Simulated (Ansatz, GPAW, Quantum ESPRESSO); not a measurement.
# MgB2: programs and potentials compared

```
Mg B
1.0
     3.08500    0.00000    0.00000
    -1.54250    2.67169    0.00000
     0.00000    0.00000    3.52300
Mg B
1 2
Direct
  0.00000 0.00000 0.00000
  0.66667 0.33333 0.50000
  0.33333 0.66667 0.50000
```

Alike in all runs: task band structure; functional PBE; k mesh 10 × 10 × 8; occupations fermi-dirac, width 0.05 eV; no spin polarisation; no spin-orbit coupling. Pressure is positive in compression and, in plane waves, holds the error of the finite cutoff, which Ansatz's Pulay term estimates and takes out.

```csv
program and potentials,plane-wave cutoff (eV),notes,pressure (GPa)
"Ansatz, Ansatz PAW",420,Pulay term of +0.18 GPa included,-0.91
"GPAW, GPAW PAW data sets (gpaw-data 1.2.1)",800,-,-1.17
"Quantum ESPRESSO, PseudoDojo 0.4.1 SR PBE standard",1143,-,-0.91
```

The pressure spans -1.17 (GPAW, GPAW PAW data sets (gpaw-data 1.2.1)) to -0.91 GPa (Quantum ESPRESSO, PseudoDojo 0.4.1 SR PBE standard).

The functional is the same throughout but for its coding, so the spread measures potentials, basis and numerics; runs on potential files found faulty are left out.
